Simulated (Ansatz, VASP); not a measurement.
**One calculation of Al, two programs**

INCAR

```
ALGO     = Normal         # electronic algorithm
EDIFF    = 1E-6           # SCF threshold, eV
ENCUT    = 520            # plane-wave cutoff, eV
ISIF     = 2              # what is computed and relaxed
ISMEAR   = -1             # smearing method
LASPH    = True           # aspherical terms in the spheres
LCHARG   = False          # write CHGCAR
LREAL    = False          # projectors in reciprocal space
LWAVE    = False          # write WAVECAR
NBANDS   = 8              # bands
NELM     = 60             # most SCF steps
PREC     = Accurate       # precision mode
SIGMA    = 0.03           # smearing width, eV
```

Contents of KPOINTS:

```
k-points
0
Gamma
  17 17 17
```

The input POSCAR:

```
Al
1.0
    0.0000000000      2.0239800000      1.9835004000
    2.0239800000      0.0000000000      1.9835004000
    2.0239800000      2.0239800000      0.0000000000
Al
1
Direct
    0.0000000000      0.0000000000      0.0000000000
```

Input for Ansatz:

```yaml
crystal:
  lattice:
    - [0.0, 2.02398, 1.9835004]
    - [2.02398, 0.0, 1.9835004]
    - [2.02398, 2.02398, 0.0]
  atoms:
    - { symbol: Al, position: [0.0, 0.0, 0.0] }
kpoints:
  mp_grid: { grid: [17, 17, 17] }
  band_path:
    path:
      - [0.0, 0.0, 0.0]
      - [0.0, 0.5, 0.5]
      - [0.25, 0.75, 0.5]
      - [0.0, 0.5, 0.0]
      - [0.0, 0.0, 0.0]
      - [0.5, 0.5, 0.0]
      - [0.3801541025, 0.6198458975, 0.0]
      - [-0.3801541025, 0.3801541025, 0.0]
      - [0.0, 0.0, 0.0]
    npoints: 5
scf:
  occupations: { method: fermi_dirac, width: 0.03 }
hamiltonian:
  xc: lda
  pseudopotentials: { kind: all_electron, lapw: { basis_error: 0.0005 } }
output:
  forces: true
  stress: true
  eigenvalues: true
```

Change from the starting cell: zz strain of -2 %.

Alike in both runs: task single point; functional LDA; k mesh 17 × 17 × 17; occupations fermi-dirac, width 0.03 eV; no spin polarisation.

|  | VASP | Ansatz |
| --- | --- | --- |
| version | VASP 6.6.1 | Ansatz 0.2.0 |
| potentials or method | VASP PAW LDA potentials, release 64 (Al) | all-electron LAPW, scalar-relativistic |
| plane-wave cutoff (eV) | 520 | see its input |

|  | VASP | Ansatz | Ansatz less VASP |
| --- | --- | --- | --- |
| pressure (GPa) | -2.1 | -2.2 | -0.05 |
| largest component of the traceless stress (GPa) | 1.08 | 1.07 | -0.006 |

Ansatz ran all-electron here, so the differences hold the error of VASP's frozen core and of both bases.
